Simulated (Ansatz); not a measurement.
## Cs — XPS core lines

Cell: a Materials Project structure (computed, not necessarily an observed phase), taken as it stands; a hole's nearest image is 9.1 Å away.

Space group P4_2/mbc (No. 135); a = 10.4573, c = 9.0558 Å.

```csv
site,Wyckoff,site symmetry,x,y,z
Cs1,8h,m..,0.4401,0.7463,0.0000
```

One atom of each set is listed.

The numbers come from a DFT calculation in Ansatz (PBE, plane waves and PAW, scalar-relativistic, 420 eV cutoff, Γ-centred 3×3×3 k-points, Fermi–Dirac smearing 0.05 eV).

Each value is a total-energy difference between the cell with one core hole and the ground state (ΔSCF), counted from the Fermi energy. The valence electrons get no spin in the cell with the hole, so they can't polarise against the unpaired core electron; that puts absolute values high, by some tenths of an eV and in some cases by about 1 eV.

Problem. What binding energies does the calculation give for Cs 3d?

Solution. 

| line | atom | first shell | E_B (eV) | j = l + ½ / j = l − ½ (eV) |
| --- | --- | --- | --- | --- |
| Cs 3d | 1 | no neighbour within 4.6 Å | 726.2 | 720.6 / 734.5 |

For p, d and f shells E_B is the weighted mean of the two lines, whose splitting comes from the free atom's Dirac orbitals.

Absolute PBE values can be off by an eV or more, and the 3d and 4f lines of heavy atoms by several eV. Multiplets, satellites and widths aren't calculated.
